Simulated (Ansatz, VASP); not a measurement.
# Cross-check of Ta2AlN3 (TaN(111)/AlN(0001) capacitor, 3 bilayers of AlN) between VASP and Ansatz

One calculation is typed for both programs; each brings its own data sets. How far apart do they land? The structure shown is the start of the Ansatz relaxation below; VASP solves that cell, so the two are compared at the walk's first step.

Program: Ansatz 0.2.0. Level of theory: plane waves, with VASP 6.6.1 beside it; single point at PBE. Results are calculated unless marked as measured.

## (1) The structure

The cell holds 72 atoms: 24 Ta, 36 N and 12 Al. Its edges and angles: a = 6.260 Å, b = 6.260 Å, c = 22.812 Å, α = 86.1°, β = 90.0°, γ = 120.0°. It derives from AlN (wurtzite AlN). Six (111) layers of rock-salt TaN and 3 wurtzite bilayers of AlN on one nitrogen lattice, 2 x 2 surface cells of 3.13 A, periodic; (so at first; earlier steps may have moved the atoms), displaced by a Gaussian of 0.015 A. Lattice constants are starting values near those of PBE. The structure's axis is c.

Coordinates:

```
Ta N Al
1.0
     6.26000    0.00000    0.00000
    -3.13000    5.42132    0.00000
     0.00000    1.80711   22.74000
Ta N Al
24 36 12
Direct
  0.16224 0.31589 0.05591
  0.97100 0.94242 0.16752
  0.29126 0.07830 0.27928
  0.10247 0.20024 0.39016
  0.91273 0.83034 0.50305
  0.23560 0.96763 0.61352
  0.15928 0.81144 0.05641
  0.97644 0.44787 0.16742
  0.28564 0.57054 0.27953
  0.10354 0.70781 0.39126
  0.91497 0.33662 0.50173
  0.23291 0.46512 0.61432
  0.65938 0.31570 0.05551
  0.47099 0.94531 0.16811
  0.78584 0.07494 0.27875
  0.60178 0.20394 0.39051
  0.41739 0.83089 0.50301
  0.72746 0.95744 0.61374
  0.65465 0.81054 0.05761
  0.46992 0.44498 0.16812
  0.78437 0.56937 0.27843
  0.60667 0.70506 0.39060
  0.41408 0.33306 0.50307
  0.73094 0.46249 0.61463
  0.30992 0.12875 0.11146
  0.12638 0.25504 0.22398
  0.94260 0.88713 0.33407
  0.26041 0.02181 0.44695
  0.07216 0.14510 0.55834
  0.88596 0.77492 0.66859
  0.03401 0.06867 0.78055
  0.84902 0.70089 0.89008
  0.00345 0.00282 0.00074
  0.30962 0.62819 0.11043
  0.13273 0.75696 0.22349
  0.94728 0.38527 0.33569
  0.26134 0.51945 0.44695
  0.07510 0.64904 0.55793
  0.88225 0.26875 0.66954
  0.03678 0.57174 0.78005
  0.85819 0.20602 0.88921
  0.99970 0.49869 0.99952
  0.81361 0.12812 0.11218
  0.62930 0.25627 0.22428
  0.44025 0.88886 0.33528
  0.75667 0.01684 0.44805
  0.57171 0.14573 0.55905
  0.38856 0.77670 0.67100
  0.53739 0.07551 0.78045
  0.35176 0.70323 0.89034
  0.50129 0.99779 0.00005
  0.81233 0.62501 0.11263
  0.62735 0.75779 0.22304
  0.44519 0.39105 0.33551
  0.75588 0.51234 0.44616
  0.57159 0.64587 0.55747
  0.38905 0.28185 0.67097
  0.53694 0.57314 0.78044
  0.35196 0.20447 0.88981
  0.50426 0.49897 0.00017
  0.04696 0.09837 0.69643
  0.86252 0.72677 0.80524
  0.00821 0.02718 0.91624
  0.04868 0.60021 0.69506
  0.86620 0.22915 0.80543
  0.01452 0.52943 0.91638
  0.54998 0.10337 0.69597
  0.36529 0.73469 0.80482
  0.51230 0.02808 0.91547
  0.54980 0.60006 0.69548
  0.36934 0.23497 0.80639
  0.51536 0.53353 0.91526
```

## (2) Ansatz: relaxation, PBE

Ansatz runs on its default PAW (the set named soft_2) files.

The two programs are compared at the cell with which this relaxation starts, whose forces are those of its first step.

The input, input.yaml:

```yaml
crystal:
  lattice:
    - [6.26, 0.0, 0.0]
    - [-3.13, 5.42132, 0.0]
    - [0.0, 1.80711, 22.74]
  atoms:
    - { symbol: Ta, position: [0.16224, 0.3159, 0.05591] }
    - { symbol: "N", position: [0.30991, 0.12874, 0.11146] }
    - { symbol: Ta, position: [0.97101, 0.94243, 0.16752] }
    - { symbol: "N", position: [0.12638, 0.25504, 0.22398] }
    - { symbol: Ta, position: [0.29126, 0.0783, 0.27928] }
    - { symbol: "N", position: [0.9426, 0.88713, 0.33407] }
    - { symbol: Ta, position: [0.10247, 0.20023, 0.39016] }
    - { symbol: "N", position: [0.26041, 0.0218, 0.44695] }
    - { symbol: Ta, position: [0.91272, 0.83034, 0.50305] }
    - { symbol: "N", position: [0.07216, 0.14509, 0.55834] }
    - { symbol: Ta, position: [0.2356, 0.96763, 0.61352] }
    - { symbol: "N", position: [0.88596, 0.77491, 0.66859] }
    - { symbol: Al, position: [0.04696, 0.09836, 0.69643] }
    - { symbol: "N", position: [0.03401, 0.06866, 0.78055] }
    - { symbol: Al, position: [0.86253, 0.72677, 0.80524] }
    - { symbol: "N", position: [0.84903, 0.70089, 0.89008] }
    - { symbol: Al, position: [0.0082, 0.02718, 0.91624] }
    - { symbol: "N", position: [0.00345, 0.00282, 0.00074] }
    - { symbol: Ta, position: [0.15928, 0.81144, 0.05641] }
    - { symbol: "N", position: [0.30963, 0.62819, 0.11043] }
    - { symbol: Ta, position: [0.97645, 0.44788, 0.16742] }
    - { symbol: "N", position: [0.13274, 0.75697, 0.22349] }
    - { symbol: Ta, position: [0.28564, 0.57054, 0.27953] }
    - { symbol: "N", position: [0.94728, 0.38527, 0.33569] }
    - { symbol: Ta, position: [0.10353, 0.70781, 0.39126] }
    - { symbol: "N", position: [0.26135, 0.51946, 0.44695] }
    - { symbol: Ta, position: [0.91496, 0.33661, 0.50173] }
    - { symbol: "N", position: [0.0751, 0.64905, 0.55793] }
    - { symbol: Ta, position: [0.23291, 0.46512, 0.61432] }
    - { symbol: "N", position: [0.88225, 0.26875, 0.66954] }
    - { symbol: Al, position: [0.04869, 0.60022, 0.69506] }
    - { symbol: "N", position: [0.03677, 0.57173, 0.78005] }
    - { symbol: Al, position: [0.86621, 0.22916, 0.80543] }
    - { symbol: "N", position: [0.85818, 0.20602, 0.88921] }
    - { symbol: Al, position: [0.01453, 0.52943, 0.91638] }
    - { symbol: "N", position: [0.9997, 0.49869, 0.99952] }
    - { symbol: Ta, position: [0.65939, 0.3157, 0.05551] }
    - { symbol: "N", position: [0.81361, 0.12812, 0.11218] }
    - { symbol: Ta, position: [0.471, 0.94531, 0.16811] }
    - { symbol: "N", position: [0.6293, 0.25626, 0.22428] }
    - { symbol: Ta, position: [0.78584, 0.07493, 0.27875] }
    - { symbol: "N", position: [0.44025, 0.88886, 0.33528] }
    - { symbol: Ta, position: [0.60178, 0.20393, 0.39051] }
    - { symbol: "N", position: [0.75666, 0.01685, 0.44805] }
    - { symbol: Ta, position: [0.4174, 0.83089, 0.50301] }
    - { symbol: "N", position: [0.57171, 0.14572, 0.55905] }
    - { symbol: Ta, position: [0.72747, 0.95745, 0.61374] }
    - { symbol: "N", position: [0.38855, 0.77669, 0.671] }
    - { symbol: Al, position: [0.54997, 0.10337, 0.69597] }
    - { symbol: "N", position: [0.53739, 0.0755, 0.78045] }
    - { symbol: Al, position: [0.36528, 0.73469, 0.80482] }
    - { symbol: "N", position: [0.35176, 0.70323, 0.89034] }
    - { symbol: Al, position: [0.5123, 0.02808, 0.91547] }
    - { symbol: "N", position: [0.50128, 0.99778, 5.0e-05] }
    - { symbol: Ta, position: [0.65464, 0.81054, 0.05761] }
    - { symbol: "N", position: [0.81233, 0.62501, 0.11263] }
    - { symbol: Ta, position: [0.46993, 0.44499, 0.16812] }
    - { symbol: "N", position: [0.62734, 0.75779, 0.22304] }
    - { symbol: Ta, position: [0.78437, 0.56937, 0.27843] }
    - { symbol: "N", position: [0.44518, 0.39104, 0.33551] }
    - { symbol: Ta, position: [0.60667, 0.70505, 0.3906] }
    - { symbol: "N", position: [0.75587, 0.51233, 0.44616] }
    - { symbol: Ta, position: [0.41409, 0.33306, 0.50307] }
    - { symbol: "N", position: [0.5716, 0.64588, 0.55747] }
    - { symbol: Ta, position: [0.73093, 0.46248, 0.61463] }
    - { symbol: "N", position: [0.38905, 0.28184, 0.67097] }
    - { symbol: Al, position: [0.5498, 0.60005, 0.69548] }
    - { symbol: "N", position: [0.53693, 0.57313, 0.78044] }
    - { symbol: Al, position: [0.36934, 0.23498, 0.80639] }
    - { symbol: "N", position: [0.35197, 0.20447, 0.88981] }
    - { symbol: Al, position: [0.51536, 0.53353, 0.91526] }
    - { symbol: "N", position: [0.50426, 0.49898, 0.00017] }
kpoints:
  mp_grid: { grid: [4, 4, 1] }
hamiltonian:
  xc: pbe
scf:
  occupations: { method: fermi_dirac, width: 0.1 }
output:
  forces: true
relax:
  f_tol: 0.04
  max_steps: 150
  cell: { fix: [a, b, alpha, beta, gamma] }
```

Run with:

```bash
> ansatz run input.yaml --threads 6 --pin off --max-ram 102400MiB --backend cuda --events-out ev --progress --plain --runs-dir out
```

Numbers of over 12 decimals in the logs are rounded to 6 here.

The program printed:

```text
Engine: ansatz 0.2.0, x86_64-unknown-linux-gnu
Pseudopotentials: kind: paw
Pseudopotential: Ta, paw, valence charge 13, recommended cutoff 420 eV (normal), Ta.paw.azcp
Pseudopotential: N, paw, valence charge 5, recommended cutoff 420 eV (normal), N.paw.azcp
Pseudopotential: Al, paw, valence charge 3, recommended cutoff 420 eV (normal), Al.paw.azcp
Functional definition: PBE
  parameter kappa = 0.804
  parameter beta = 0.066725
  exchange = pbe_x(kappa = kappa, mu = beta*pi^2/3)
  correlation = pbe_c(beta = beta)
concurrent solve slots: 5 of 6 are kept, ahead of what memory takes: no pass of the eigensolver takes more rounds on 5
device memory: the entry about to start is reckoned to put 15.2 GiB on a device that reports 67.2 GiB free
GPU FFT provider: cuFFT
GPU libraries: cuBLAS 13.8.2, cuFFT 12.4.0, cuSOLVER 12.3.4
Crystal: 72 atoms, lattice volume = 771.738 Å³
Basis set: ecut = 420 eV, 15147 PW (Γ), exchange–correlation on 90×90×320 points (8 copies of the dense FFT grid, shifted against one another)
Bands: 336, of which v1, the nominal top of the filled ones, is band 264 counted from 1 (263 counted from 0)
Symmetry: 1 space group operations
Space group: P1 (ITA 1), of the structure as read, at distance tolerance 9.2e-5 Å
k-points: 10 of 16 (time reversal used)
Non-local potential: Ta, projectors of the file, l = 0: 3, l = 1: 2, l = 2: 2, l = 3: 1
Non-local potential: N, projectors of the file, l = 0: 2, l = 1: 2, l = 2: 1
Non-local potential: Al, projectors of the file, l = 0: 2, l = 1: 2, l = 2: 1
PAW form: soft (Blöchl's): semilocal exchange-correlation on the pseudo side does not see the compensation charge
PAW one-centre angular grid: Ta, 590 points (default); XC on 64 Gauss nodes
PAW one-centre angular grid: N, 110 points (default); XC on 64 Gauss nodes
PAW one-centre angular grid: Al, 110 points (default); XC on 64 Gauss nodes
Initial density: superposition of atomic densities (neutral atoms: chi_scale 0, normalization atom), corrected by the library's trained network
Initial wavefunctions: pseudopotential atomic-orbital guess
GPU buffer pool allocated for 324000 grid points (all kernels)
GPU transforms: local potential and band sums: pruned to the plane-wave sphere, on 45×45×160
Functional: x = pbe(κ = 0.804, μ = 0.219515), c = pbe(β = 0.066725)
SCF iter   1: F=—  HF=-258711.745960 eV  |F-HF|=—  |Δ(HF+E_count)|=         —  Δρ=7.22e-3  dr2=8.74e0  ethr=1.77e-3  ⟨swp⟩=6.5  Hψ=14145  notcnv=0  defer=13
preconditioner: auto → Kerker (q_TF=auto, 2.561 Å⁻¹)  [metal: Δε(μ)=0.017 eV  Ē_g=9.932 eV  σ=0.100 eV  W_gap=0.04  n_scr=236 (ndim 8)  ℏωp=24.5 eV  f_vac=0.000  D(μ)=24.53/eV (n_scr^D=188)]
SCF iter   2: F=—  HF=-258711.589768 eV  |F-HF|=—  |Δ(HF+E_count)|=   1.56e-1  Δρ=3.91e-3  dr2=4.09e0  ethr=1.65e-3  ⟨swp⟩=1.0  Hψ=3870  notcnv=0  defer=16
SCF iter   3: F=—  HF=-258711.469402 eV  |F-HF|=—  |Δ(HF+E_count)|=   1.20e-1  Δρ=1.20e-3  dr2=6.22e-1  ethr=7.75e-4  ⟨swp⟩=1.0  Hψ=3242  notcnv=0  defer=24
SCF iter   4: F=—  HF=-258711.448926 eV  |F-HF|=—  |Δ(HF+E_count)|=   2.05e-2  Δρ=7.90e-4  dr2=1.25e-1  ethr=1.18e-4  ⟨swp⟩=1.3  Hψ=3246  notcnv=0  defer=24
SCF iter   5: F=—  HF=-258711.435219 eV  |F-HF|=—  |Δ(HF+E_count)|=   1.37e-2  Δρ=5.59e-4  dr2=7.35e-2  ethr=2.38e-5  ⟨swp⟩=1.4  Hψ=3823  notcnv=0  defer=71
SCF iter   6: F=—  HF=-258711.427890 eV  |F-HF|=—  |Δ(HF+E_count)|=   7.33e-3  Δρ=4.25e-4  dr2=2.21e-2  ethr=1.39e-5  ⟨swp⟩=1.9  Hψ=3632  notcnv=0  defer=79
SCF iter   7: F=—  HF=-258711.426802 eV  |F-HF|=—  |Δ(HF+E_count)|=   1.09e-3  Δρ=2.03e-4  dr2=4.91e-3  ethr=4.19e-6  ⟨swp⟩=2.0  Hψ=4092  notcnv=0  defer=79
SCF iter   8: F=—  HF=-258711.423346 eV  |F-HF|=—  |Δ(HF+E_count)|=   3.46e-3  Δρ=1.30e-4  dr2=1.61e-3  ethr=9.30e-7  ⟨swp⟩=2.1  Hψ=4061  notcnv=0  defer=74
SCF iter   9: F=—  HF=-258711.423540 eV  |F-HF|=—  |Δ(HF+E_count)|=   1.94e-4  Δρ=9.19e-5  dr2=4.69e-4  ethr=3.04e-7  ⟨swp⟩=2.0  Hψ=4533  notcnv=0  defer=75
SCF iter  10: F=—  HF=-258711.422611 eV  |F-HF|=—  |Δ(HF+E_count)|=   9.29e-4  Δρ=3.78e-5  dr2=8.55e-5  ethr=8.89e-8  ⟨swp⟩=2.0  Hψ=4543  notcnv=0  defer=75
SCF iter  11: F=—  HF=-258711.424827 eV  |F-HF|=—  |Δ(HF+E_count)|=   2.22e-3  Δρ=1.64e-5  dr2=1.02e-5  ethr=1.62e-8  ⟨swp⟩=2.0  Hψ=4816  notcnv=0  defer=75
SCF iter  12: F=—  HF=-258711.424826 eV  |F-HF|=—  |Δ(HF+E_count)|=   6.64e-7  Δρ=7.50e-6  dr2=2.45e-6  ethr=1.93e-9  ⟨swp⟩=2.0  Hψ=4535  notcnv=0  defer=75
SCF iter  13: F=—  HF=-258711.424826 eV  |F-HF|=—  |Δ(HF+E_count)|=   1.54e-7  Δρ=3.14e-6  dr2=3.55e-7  ethr=4.64e-10  ⟨swp⟩=2.0  Hψ=4395  notcnv=0  defer=75
SCF iter  14: F=-258711.424826 eV  HF=-258711.424826 eV  |F-HF|=3.20e-8  |Δ(HF+E_count)|=   2.66e-8  Δρ=1.27e-6  dr2=3.87e-8  ethr=1.89e-11  ⟨swp⟩=4.0  Hψ=9423  notcnv=0
SCF 1 converged in 14 iterations: F = -258711.424826 eV  dr2 = 3.87e-8
[...]
--- Relaxed structure (28 steps of the walk, 19 accepted, 2 SCFs on fresh bases) ---
  F+E_penalty+E_count = -258719.13938128 eV   max|allowed force component| = 1.077e-2 eV/Å   (the final SCF, on the basis selected at the relaxed cell)
  cell:  # Å, volume = 786.4133 Å³
    - [6.26, 1.8016195623544248e-16, -1.4062285474010765e-17]
    - [-3.13, 5.421318, 0.00405768]
    - [9.258947370009078e-19, 1.824130, 23.173795]
  atoms:
    - { symbol: Ta, position: [0.144702, 0.294240, 0.056329] }
    - { symbol: N, position: [0.317376, 0.119493, 0.111251] }
    - { symbol: Ta, position: [0.953641, 0.913291, 0.156780] }
    - { symbol: N, position: [0.090173, 0.218184, 0.214874] }
    - { symbol: Ta, position: [0.289009, 0.093289, 0.273726] }
    - { symbol: N, position: [0.932237, 0.871835, 0.323356] }
    - { symbol: Ta, position: [0.088432, 0.174202, 0.385525] }
    - { symbol: N, position: [0.275639, 0.045017, 0.447309] }
    - { symbol: Ta, position: [0.915279, 0.824505, 0.496387] }
    - { symbol: N, position: [0.082004, 0.162105, 0.542878] }
    - { symbol: Ta, position: [0.260928, 1.021897, 0.603121] }
    - { symbol: N, position: [0.894219, 0.785900, 0.676847] }
    - { symbol: Al, position: [0.056170, 0.110155, 0.706785] }
    - { symbol: N, position: [0.039506, 0.076298, 0.787784] }
    - { symbol: Al, position: [0.867862, 0.733226, 0.816562] }
    - { symbol: N, position: [0.850461, 0.698613, 0.897386] }
    - { symbol: Al, position: [0.013435, 0.022762, 0.924459] }
    - { symbol: N, position: [-0.00342128, -0.011296, 0.00462805] }
    - { symbol: Ta, position: [0.134780, 0.791491, 0.057817] }
    - { symbol: N, position: [0.314745, 0.612031, 0.104716] }
    - { symbol: Ta, position: [0.979432, 0.448810, 0.161479] }
    - { symbol: N, position: [0.122107, 0.755478, 0.221904] }
    - { symbol: Ta, position: [0.274076, 0.537749, 0.271925] }
    - { symbol: N, position: [0.955948, 0.399391, 0.335670] }
    - { symbol: Ta, position: [0.116605, 0.737469, 0.384781] }
    - { symbol: N, position: [0.255869, 0.515068, 0.434526] }
    - { symbol: Ta, position: [0.941814, 0.386215, 0.495270] }
    - { symbol: N, position: [0.091152, 0.680044, 0.560941] }
    - { symbol: Ta, position: [0.229202, 0.451629, 0.605327] }
    - { symbol: N, position: [0.898752, 0.294852, 0.678727] }
    - { symbol: Al, position: [0.058815, 0.614946, 0.708093] }
    - { symbol: N, position: [0.040123, 0.577370, 0.788759] }
    - { symbol: Al, position: [0.867025, 0.232423, 0.816115] }
    - { symbol: N, position: [0.849289, 0.197440, 0.897192] }
    - { symbol: Al, position: [0.012215, 0.521579, 0.924741] }
    - { symbol: N, position: [0.987565, 0.479108, 1.004895] }
    - { symbol: Ta, position: [0.652132, 0.299699, 0.051290] }
    - { symbol: N, position: [0.799256, 0.118607, 0.110471] }
    - { symbol: Ta, position: [0.452996, 0.899468, 0.163057] }
    - { symbol: N, position: [0.616747, 0.236537, 0.212983] }
    - { symbol: Ta, position: [0.782223, 0.087597, 0.276403] }
    - { symbol: N, position: [0.424607, 0.868032, 0.322268] }
    - { symbol: Ta, position: [0.592582, 0.177374, 0.384504] }
    - { symbol: N, position: [0.773035, 0.044336, 0.447796] }
    - { symbol: Ta, position: [0.412377, 0.823857, 0.496845] }
    - { symbol: N, position: [0.580127, 0.161058, 0.543157] }
    - { symbol: Ta, position: [0.763415, 1.023321, 0.602778] }
    - { symbol: N, position: [0.393984, 0.785477, 0.676597] }
    - { symbol: Al, position: [0.556346, 0.109786, 0.706546] }
[...]
- { symbol: Al, position: [0.368211, 0.733626, 0.816747] }
[...]
- { symbol: Al, position: [0.511277, 0.019902, 0.926744] }
[...]
- { symbol: Ta, position: [0.667017, 0.797410, 0.055084] }
[...]
- { symbol: Ta, position: [0.444252, 0.431681, 0.167704] }
    - { symbol: N, position: [0.636287, 0.756441, 0.223002] }
    - { symbol: Ta, position: [0.767856, 0.533696, 0.275185] }
    - { symbol: N, position: [0.447938, 0.398186, 0.336267] }
    - { symbol: Ta, position: [0.612513, 0.738172, 0.384383] }
    - { symbol: N, position: [0.756652, 0.516683, 0.433547] }
    - { symbol: Ta, position: [0.444427, 0.386917, 0.494969] }
    - { symbol: N, position: [0.592894, 0.682473, 0.559855] }
    - { symbol: Ta, position: [0.724945, 0.452275, 0.605084] }
    - { symbol: N, position: [0.398539, 0.294492, 0.678925] }
    - { symbol: Al, position: [0.558859, 0.615349, 0.708079] }
    - { symbol: N, position: [0.539955, 0.577490, 0.788708] }
    - { symbol: Al, position: [0.368360, 0.232575, 0.816006] }
    - { symbol: N, position: [0.351555, 0.197642, 0.897052] }
    - { symbol: Al, position: [0.511524, 0.520938, 0.925018] }
    - { symbol: N, position: [0.492071, 0.478430, 0.00527735] }
```

Reading the cycles: dr2 is the Hartree energy of the density residual (eV), the measure of convergence; HF is the Harris–Foulkes estimate of the energy, which meets the free energy F at convergence.

(Part 1 of 2 ends here.)

[Lines on the potential files, build, host, timing and source positions are cut from VASP's logs without a mark.]

[Logs are printed without paths, hosts, clocks, repeated set-up lines and the standing remarks that a program may print on its own settings, such as how far it seeks lower states.]

[Hosts, paths, dates, database ids (printed as entryN), source tags and the programs' standing remarks are cut or masked in the printed files.]
